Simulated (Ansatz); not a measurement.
# YN (Fm-3m) in Ansatz: single point with PBE0

Aim: the single point of YN with PBE0.

Everything below comes from runs of Ansatz 0.2.0. Logs are shortened: lines on timing, memory, paths and dates and some standing lists are left out, and cuts for length are marked.

**1. The crystal as given**

The structure is cubic, space group Fm-3m (No. 225). Conventional cell: a = 4.877 Å, b = 4.877 Å, c = 4.877 Å, α = 90.00°, β = 90.00°, γ = 90.00°. Y (site symmetry m-3m) is surrounded by 6 N at 2.44 Å. Around N (site symmetry m-3m) lie 6 Y at 2.44 Å.

**2. Single point, PBE0**

input.yaml reads:

```yaml
crystal:
  lattice:
    - [0.0, 2.4385, 2.4385]
    - [2.4385, 0.0, 2.4385]
    - [2.4385, 2.4385, 0.0]
  atoms:
    - { symbol: "Y", position: [0.0, 0.0, 0.0] }
    - { symbol: "N", position: [0.5, 0.5, 0.5] }
hamiltonian:
  xc: pbe0
  pseudopotentials: { kind: paw }
kpoints:
  mp_grid: { grid: [6, 6, 6] }
scf:
  occupations: { method: fermi_dirac, width: 0.05 }
output:
  forces: true
  stress: true
  eigenvalues: true
  write_density: true
  write_potential: true
  elf: true
  volumetric_format: npy
```

Potentials or basis: Ansatz PAW.

The run is started by

```
$ ansatz run input.yaml --threads 2 --pin off --max-ram 5632MiB --backend cpu --events-out ev --progress --plain --runs-dir out
```

Output:

```text
Warning: output.stress: scf.convergence.dr2_threshold = 1e-7 eV (the SCF's general default) is looser than the 2e-10 eV advised for a printed stress (1e-10 eV for each atom of the cell: 2). What an SCF threshold leaves in a stress goes as its square root, and in the free energy as the threshold itself, and one threshold admits the most on a small cell: of the crystals measured, under no hybrid functional and no lock of the moments, on runs that ended without the residual-converged pass, on stresses that held no estimate of that error, the worst erred by over 100 MPa in a component at 1e-7 eV an atom and by under 5 at 1e-10. Set scf.convergence.dr2_threshold to 2e-10 eV or tighter. The threshold is an SCF's pass mark: one that does not reach it within its budget of iterations ends unconverged, or closes short of it on a stop that the run arms, and scf.convergence.dr2_threshold's page says what that costs each kind of run
Warning: output.stress: scf.exx.energy_threshold = 1e-6 eV is looser than the 2e-8 eV advised for a stress under a hybrid functional (1e-8 eV for each atom of the cell: 2). Every SCF of the exchange loop can meet its threshold on dr2 while the loop round them stops early: no threshold on dr2 bounds what that leaves in the stress. Set scf.exx.energy_threshold to 2e-8 eV or tighter. The threshold is the loop's pass mark: a loop that does not reach it within its budget of cycles ends unconverged, and scf.exx.energy_threshold's page has the law
Warning: RAYON_NUM_THREADS=2 ignored (pool sized by the plan → 2); use --threads N
Engine: ansatz 0.2.0, aarch64-unknown-linux-gnu
Pseudopotentials: kind: paw
Pseudopotential: Y, paw, valence charge 11, recommended cutoff 420 eV (normal), Y.paw.azcp
Pseudopotential: N, paw, valence charge 5, recommended cutoff 420 eV (normal), N.paw.azcp
Functional definition: PBE0
  parameter a = 0.25
  parameter kappa = 0.804
  parameter beta = 0.06672455060314922
  exchange = (1 - a)*pbe_x(kappa = kappa, mu = beta*pi^2/3) + a*exact_x
  correlation = pbe_c(beta = beta)
Crystal: 2 atoms, lattice volume = 29.000 Å³
Basis set: ecut = 420 eV, 537 PW (Γ), exchange–correlation on 48×48×48 points (8 copies of the dense FFT grid, shifted against one another)
Bands: 12, of which v1, the nominal top of the filled ones, is band 8 counted from 1 (7 counted from 0)
Symmetry: 48 space group operations
Space group: Fm-3m (ITA 225), of the structure as read, at distance tolerance 3.1e-5 Å
k-points: 16 of 216
Non-local potential: Y, projectors of the file, l = 0: 3, l = 1: 2, l = 2: 2, l = 3: 1
Non-local potential: N, projectors of the file, l = 0: 2, l = 1: 2, l = 2: 1
PAW form: soft (Blöchl's): semilocal exchange-correlation on the pseudo side does not see the compensation charge
PAW frozen core: Y, regenerated for the run's functional, and the local potential with it (the file was generated under x = pbe(κ = 0.804, μ = 0.2195149727645171), c = pbe(β = 0.06672455060314922))
PAW frozen core: N, regenerated for the run's functional, and the local potential with it (the file was generated under x = pbe(κ = 0.804, μ = 0.2195149727645171), c = pbe(β = 0.06672455060314922))
PAW one-centre angular grid: Y, 590 points (default); XC on 64 Gauss nodes
PAW one-centre angular grid: N, 110 points (default); XC on 64 Gauss nodes
Initial density: superposition of atomic densities (neutral atoms: chi_scale 0, normalization atom), corrected by the library's trained network
Initial wavefunctions: pseudopotential atomic-orbital guess
Functional: x = pbe(κ = 0.804, μ = 0.2195149727645171), c = pbe(β = 0.06672455060314922), warm-up for x = 0.75 pbe(κ = 0.804, μ = 0.2195149727645171) + 0.25 exact, c = pbe(β = 0.06672455060314922)
SCF iter   1: F=—  HF=-4236.066174 eV  |F-HF|=—  |Δ(HF+E_count)|=         —  Δρ=1.35e-3  dr2=5.90e-4  ethr=1.77e-3  ⟨swp⟩=5.2  Hψ=771  notcnv=0
preconditioner: auto → none  [insulator: Δε(μ)=0.182 eV  Ē_g=17.023 eV  σ=0.050 eV  W_gap=0.72  n_scr=8 (ndim 8)  ℏωp=25.8 eV  f_vac=0.000  D(μ)=0.13/eV (n_scr^D=0)]
iter 2 solved again at ethr=3.46e-7 eV; its pass at ethr=3.69e-6 eV (dr2=5.54e-5 eV) is discarded
SCF iter   2: F=—  HF=-4236.066234 eV  |F-HF|=—  |Δ(HF+E_count)|=   5.99e-5  Δρ=4.18e-4  dr2=4.88e-5  ethr=3.46e-7  ⟨swp⟩=2.8  Hψ=802  notcnv=0
eigensolver tolerance schedule: the retry pair's looser diagonalisation over-reported the residual by 0.14 of it (diagonalisation noise at 0.15 of the residual, at the tolerance the schedule requests for it); recorded, not acted on — ethr = c·dr2/N_el stays at c = 1.0e-1
SCF iter   3: F=—  HF=-4236.066236 eV  |F-HF|=—  |Δ(HF+E_count)|=   1.99e-6  Δρ=6.73e-5  dr2=5.85e-7  ethr=3.05e-7  ⟨swp⟩=3.1  Hψ=419  notcnv=0
SCF iter   4: F=—  HF=-4236.066238 eV  |F-HF|=—  |Δ(HF+E_count)|=   1.22e-6  Δρ=3.16e-5  dr2=1.86e-7  ethr=3.66e-9  ⟨swp⟩=3.7  Hψ=404  notcnv=0
SCF iter   5: F=—  HF=-4236.066238 eV  |F-HF|=—  |Δ(HF+E_count)|=   3.77e-8  Δρ=1.14e-5  dr2=2.13e-8  ethr=1.16e-9  ⟨swp⟩=2.6  Hψ=336  notcnv=0
SCF iter   6: F=-4236.066238 eV  HF=-4236.066238 eV  |F-HF|=2.95e-10  |Δ(HF+E_count)|=   2.87e-9  Δρ=2.72e-6  dr2=6.67e-10  ethr=1.33e-10  ⟨swp⟩=3.6  Hψ=378  notcnv=0
SCF 1 converged in 6 iterations: F = -4236.066238 eV  dr2 = 6.67e-10
Initial density: handed on by an earlier stage of this run
Initial wavefunctions: those handed on with the density
Functional: x = 0.75 pbe(κ = 0.804, μ = 0.2195149727645171) + 0.25 exact, c = pbe(β = 0.06672455060314922)
Frozen-core exchange: fock
iter 1 solved again at ethr=1.68e-4 eV; its pass at ethr=1.00e-1 eV (dr2=2.69e-2 eV) is discarded
SCF iter   1: F=—  HF=-4238.386888 eV  |F-HF|=—  |Δ(HF+E_count)|=         —  Δρ=8.86e-3  dr2=3.92e-2  ethr=1.68e-4  ⟨swp⟩=4.1  Hψ=908  notcnv=0
preconditioner: auto → none  [insulator: Δε(μ)=1.679 eV  Ē_g=20.022 eV  σ=0.050 eV  W_gap=1.00  n_scr=8 (ndim 8)  ℏωp=25.8 eV  f_vac=0.000  D(μ)=0.00/eV (n_scr^D=0)]
SCF iter   2: F=—  HF=-4238.377752 eV  |F-HF|=—  |Δ(HF+E_count)|=   9.14e-3  Δρ=7.63e-3  dr2=1.28e-2  ethr=1.68e-4  ⟨swp⟩=3.6  Hψ=507  notcnv=0
SCF iter   3: F=—  HF=-4238.374672 eV  |F-HF|=—  |Δ(HF+E_count)|=   3.08e-3  Δρ=2.24e-3  dr2=2.95e-3  ethr=7.21e-5  ⟨swp⟩=3.0  Hψ=418  notcnv=0
SCF iter   4: F=—  HF=-4238.374313 eV  |F-HF|=—  |Δ(HF+E_count)|=   3.59e-4  Δρ=4.03e-4  dr2=1.91e-3  ethr=5.95e-6  ⟨swp⟩=2.9  Hψ=347  notcnv=0
SCF iter   5: F=—  HF=-4238.386008 eV  |F-HF|=—  |Δ(HF+E_count)|=   1.17e-2  Δρ=1.51e-3  dr2=1.19e-3  ethr=2.12e-7  ⟨swp⟩=4.9  Hψ=601  notcnv=0
SCF iter   6: F=—  HF=-4238.385692 eV  |F-HF|=—  |Δ(HF+E_count)|=   3.16e-4  Δρ=1.33e-4  dr2=5.87e-5  ethr=2.12e-7  ⟨swp⟩=4.2  Hψ=495  notcnv=0
SCF iter   7: F=—  HF=-4238.386018 eV  |F-HF|=—  |Δ(HF+E_count)|=   3.26e-4  Δρ=2.71e-4  dr2=3.69e-5  ethr=1.64e-8  ⟨swp⟩=4.9  Hψ=600  notcnv=0
SCF iter   8: F=-4238.386009 eV  HF=-4238.386008 eV  |F-HF|=4.62e-7  |Δ(HF+E_count)|=   9.51e-6  Δρ=1.47e-5  dr2=1.97e-6  ethr=1.64e-8  ⟨swp⟩=3.9  Hψ=413  notcnv=0
SCF 2 stopped early in 8 iterations: F = -4238.386009 eV  dr2 = 1.97e-6
hybrid outer 1: dexx = +1.397e-2 eV, tail = 1.53e-5 eV
Frozen-core exchange: fock
SCF iter   1: F=—  HF=-4238.386029 eV  |F-HF|=—  |Δ(HF+E_count)|=         —  Δρ=1.30e-4  dr2=8.57e-6  ethr=4.78e-7  ⟨swp⟩=3.8  Hψ=483  notcnv=0
preconditioner: auto → none  [insulator: Δε(μ)=1.740 eV  Ē_g=20.017 eV  σ=0.050 eV  W_gap=1.00  n_scr=8 (ndim 8)  ℏωp=25.8 eV  f_vac=0.000  D(μ)=0.00/eV (n_scr^D=0)]
SCF iter   2: F=—  HF=-4238.386027 eV  |F-HF|=—  |Δ(HF+E_count)|=   1.58e-6  Δρ=1.68e-5  dr2=3.43e-6  ethr=3.59e-8  ⟨swp⟩=3.0  Hψ=369  notcnv=0
SCF iter   3: F=—  HF=-4238.386086 eV  |F-HF|=—  |Δ(HF+E_count)|=   5.86e-5  Δρ=8.99e-5  dr2=2.86e-6  ethr=1.33e-10  ⟨swp⟩=4.9  Hψ=667  notcnv=0
SCF iter   4: F=—  HF=-4238.386085 eV  |F-HF|=—  |Δ(HF+E_count)|=   7.38e-7  Δρ=2.95e-6  dr2=2.46e-8  ethr=1.33e-10  ⟨swp⟩=4.9  Hψ=535  notcnv=0
SCF iter   5: F=—  HF=-4238.386086 eV  |F-HF|=—  |Δ(HF+E_count)|=   1.52e-7  Δρ=9.57e-6  dr2=3.36e-8  ethr=6.99e-12  ⟨swp⟩=4.2  Hψ=570  notcnv=0
SCF iter   6: F=-4238.386085 eV  HF=-4238.386085 eV  |F-HF|=1.82e-12  |Δ(HF+E_count)|=   8.60e-9  Δρ=1.54e-7  dr2=3.29e-10  ethr=6.99e-12  ⟨swp⟩=4.8  Hψ=460  notcnv=0
SCF 3 converged in 6 iterations: F = -4238.386085 eV  dr2 = 3.29e-10
  Residual-converged pass: ⟨swp⟩=2.0  Hψ=286  notcnv=0  max |occ|·‖R‖ = 2.3e-6 eV (tolerance 2.4e-6 eV)  dr2=3.29e-10  dr2_onsite=9.44e-14  max |Δocc| = 3.7e-20
hybrid outer 2: dexx = +5.129e-7 eV, tail = 7.57e-9 eV, Δε = 1.21e-3 eV (about 2.91e-5 eV left of the loop's levels)
hybrid SCF converged: 2 outer / 14 inner (+6 warm-up), last move |dexx| = 5.13e-7 eV, tail = 7.57e-9 eV
Stability not checked: this state was not tested for a lower state beside it, because the functional holds exact exchange (a hybrid, or Hartree-Fock), whose exchange loop this test does not read (fock_operator; see scf.lower_state_search)
Free energy (F): -4238.386086 eV
Frozen-core exchange: fock
Harris-Foulkes:  -4238.386086 eV  (|F-HF|=1.82e-12)
Internal energy: -4238.386086 eV  (E = F + TS)
E sigma→0 (E₀):  -4238.386086 eV
Fermi energy:    11.988013 eV
--- Per-component energies (eV) ---
  E_band       = -82.072631
  E_kinetic    = 437.416115
  E_local      = -598.219540  (includes V_loc(G=0)·N_el)
  E_nonlocal   = 93.612737
  E_hartree    = 184.420220
  E_xc         = -181.983662
  E_vxc        = -214.994645  (∫ρ·V_xc dr)
  E_exx        = -47.400150  (= α·E_x^exact, valence–valence)
  E_paw        = -2960.673123  (= ΣΔE_a)
  E_vpaw       = -73.927315  (= ΣTr[D̂ρ^β])
  E_aug_tail   = 0.000095  (compensation charges beyond the density's cutoff)
  E_ewald      = -1165.170300
  E_core_change = -0.388477  (= ΣΔE_core)
  E_smearing   = -0.000000  (= −TS)
  E_closure    = 0.000000  (closes the sum)
  Σ components = -4238.386086   (vs F -4238.386086, Δ=0.00e0)
--- Forces (eV/Å), atoms counted from 1 ---
  atom   1  Y     -0.00000000     0.00000000    -0.00000000
  atom   2  N      0.00000000    -0.00000000    -0.00000000
  max |Σ_I F_I| component: 9.40e-30 eV/Å
--- Stress (GPa, compression-positive) ---
        0.669246      -0.000000      -0.000000
        0.000000       0.669246       0.000000
        0.000000       0.000000       0.669246
  P = ⅓ Tr σ = 0.6692 GPa (6.692 kbar)
--- Band table (eV; the first three rows and the last of 16) ---
  k-point 0: bands = ["-32.4522", "-10.7267", "-10.7267", "-10.7267", "-3.3335", "11.1196", "11.1196", "11.1196", "16.1594", "16.1594", "16.1594", "17.1747"]
  k-point 1: bands = ["-32.4189", "-11.0972", "-10.7483", "-10.7483", "-2.8153", "9.5756", "10.2522", "10.2522", "16.3283", "16.8641", "16.8641", "18.6554"]
  k-point 2: bands = ["-32.3517", "-11.7411", "-10.7909", "-10.7909", "-1.8230", "7.4382", "9.0499", "9.0499", "17.3075", "18.5514", "18.5514", "20.4763"]
  k-point 15: bands = ["-32.2750", "-11.5383", "-11.2421", "-11.1763", "-2.4448", "9.1284", "9.2680", "9.6373", "15.2576", "18.9349", "20.5868", "21.4038"]
```

Wall time 14 s (2 threads of Arm Neoverse V1, shared host); peak memory 0.84 GiB.

Results:

| Quantity | Value |
| --- | --- |
| Free energy | -4238.3861 eV |
| Pressure | 0.7 GPa |
| Band gap on the k mesh | 1.74 eV, indirect (least direct gap 2.20 eV) |

Levels at points of the mesh, in eV from the valence-band top:
```tsv
k point	band 5	band 6	band 7	band 8	band 9	band 10	band 11	band 12
(0.00, 0.00, 0.00)	-14.45	0.00	0.00	0.00	5.04	5.04	5.04	6.06
(0.00, 0.00, -0.50)	-12.44	-4.58	-2.54	-2.54	7.94	8.53	8.65	8.65
(0.00, -0.50, -0.50)	-13.99	-1.81	-0.46	-0.46	1.74	8.97	9.47	10.27
```

Caveat: the PAW data sets come from PBE, with cores solved anew for the run's functional, which leaves a small shift of forces and pressure; the thresholds are loose for stress. A k mesh can miss the band edges.
